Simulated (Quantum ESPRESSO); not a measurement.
**Sc under changes of volume**

One of the cells (25.002 Å³/atom); the others are scaled copies at fixed shape and fractional positions:

```
Sc
1.0
     3.30900    0.00000    0.00000
    -1.65450    2.86568    0.00000
     0.00000    0.00000    5.27330
Sc
2
Direct
  0.66667 0.33333 0.75000
  0.33333 0.66667 0.25000
```

```yaml
Program: Quantum ESPRESSO 7.5
Functional: PBEsol
Potentials_or_basis: GBRV 1.5 PBEsol
Cutoff: 612 eV
Density_cutoff: 4898 eV
k_mesh: 9 × 9 × 5
Occupations: fermi-dirac, width 0.05 eV
Spin: no spin polarisation
```

```tsv
volume (Å³/atom)	energy over the lowest point (meV/atom)	pressure (GPa)
23.502	0.00	0.4
24.002	0.58	-0.8
24.502	4.73	-1.9
25.002	12.14	-2.9
25.502	22.54	-3.8
26.002	35.66	-4.6
26.502	?	?
```

Problem. What does the run at 26.502 Å³/atom give?

Solution. Energy over the lowest point 51.27 meV/atom; pressure -5.4 GPa.

Worked out: A Birch-Murnaghan fit of order 3 (a polynomial in V^(-2/3)) to the other rows has its minimum at 23.67 Å³/atom with B0 = V·E''(V) = 57 GPa and B' = 3.3 at fixed shape and positions, which overstates the stiffness. It gives 51.28 meV/atom at 26.502 Å³/atom, against the run's 51.27, and -dE/dV = -5.4 GPa, against -5.4.

Energies are extrapolated to zero smearing.
